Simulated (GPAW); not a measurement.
CuI (Marshite):

```
I Cu
1.0
     0.00000    3.03150    3.03150
     3.03150    0.00000    3.03150
     3.03150    3.03150    0.00000
I Cu
1 1
Cartesian
  0.0000 0.0000 0.0000
  4.5473 4.5473 4.5473
```

Base run:

* Program: GPAW 26.7.0
* Functional: PBE
* Potentials or basis: GPAW PAW data sets (gpaw-data 1.2.1)
* Cutoff: 600 eV
* Basis: pw
* k mesh: 8 × 8 × 8
* Occupations: fermi-dirac, width 0.05 eV
* Spin: no spin polarisation
* Hubbard terms: Cu d U = 2 eV

Its results: band gap on the k mesh 1.46 eV, direct; pressure 1.4 GPa.

Problem. After a change of settings the same cell gave: band gap on the k mesh 1.91 eV, direct; pressure 2.0 GPa. Which change was it?
A. hubbard terms from Cu d U = 2 eV to none
B. hubbard terms from Cu d U = 2 eV to Cu d U = 3 eV
C. hubbard terms from Cu d U = 2 eV to Cu d U = 5 eV

Solution. C.

Caveats: with this Cu data set, volumes or pressures lay over 1.5 % or 2 GPa off other programs in two to four cells of ten; spin-orbit coupling is left out, which moves the levels of the heavy elements.
